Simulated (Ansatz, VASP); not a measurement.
**Two plane-wave programs on As**

Contents of POSCAR:

```
As
1.0
    2.7079900824      0.0000000000      0.0000000000
    0.0000000000      2.7079900824      0.0000000000
    0.0000000000      0.0000000000      2.7079900824
As
1
Direct
    0.5000000000      0.5000000000      0.5000000000
```

Contents of INCAR.step1:

```
PREC = Accurate ; ENCUT = 600
ISMEAR = 0 ; SIGMA = 0.1
LREAL = False ; LASPH = True
NELM = 100 ; GGA = PE
ALGO = Normal ; EDIFF = 1E-4
LWAVE = True ; LCHARG = False
```

INCAR.step2

```
PREC = Accurate ; ENCUT = 600
EDIFF = 1E-6 ; ISMEAR = 0
SIGMA = 0.1 ; LREAL = False
LASPH = True ; NELM = 100
ALGO = Normal ; ISIF = 3
LWAVE = False ; LCHARG = False
METAGGA = R2SCAN ; LMIXTAU = True
IBRION = 2 ; NSW = 100
EDIFFG = -0.01 ; ISTART = 1
```

File KPOINTS:

```
regular mesh
0
Gamma
  20 20 20
```

Input for Ansatz:

```yaml
crystal:
  lattice:
    - [2.7079900824, 0.0, 0.0]
    - [0.0, 2.7079900824, 0.0]
    - [0.0, 0.0, 2.7079900824]
  atoms:
    - { symbol: As, position: [0.5, 0.5, 0.5] }
basis:
  ecutwfc: 500
kpoints:
  mp_grid: { grid: [20, 20, 20] }
hamiltonian:
  xc: r2scan
scf:
  occupations: { method: gaussian, width: 0.1 }
output:
  forces: true
  stress: true
  eigenvalues: true
relax:
  adjacent_minimum: "off"
  f_tol: 0.01
  max_steps: 80
  cell: { stress_tol: 0.05 }
```

Alike in both runs: task relaxation of cell and atoms; functional r2SCAN; k mesh 20 × 20 × 20; occupations gaussian, width 0.1 eV; no spin polarisation.

|  | VASP | Ansatz |
| --- | --- | --- |
| version | VASP 6.6.1 | Ansatz 0.2.0 |
| potentials or method | VASP PAW PBE potentials, release 64 (As) | scalar-relativistic, plane waves, PAW |
| plane-wave cutoff (eV) | 600 | 500 |
| valence electrons in the cell | 5 | 15 |

```csv
,VASP,Ansatz,Ansatz less VASP
"gap on the k mesh at the Fermi level, each at its own relaxed structure (eV)",none,none,-
relaxed volume (Å³/atom),19.80,19.80,+0.007
relaxed cell length with the largest relative difference (Å),2.705,2.705,+0.0003
```

A gap of «none» marks a metal or a gap that the smearing closes. The two sets of potentials don't hold the same shells in valence.

Caveats: the PAW data sets were made with another functional, which shifts forces and pressure a little (VASP).
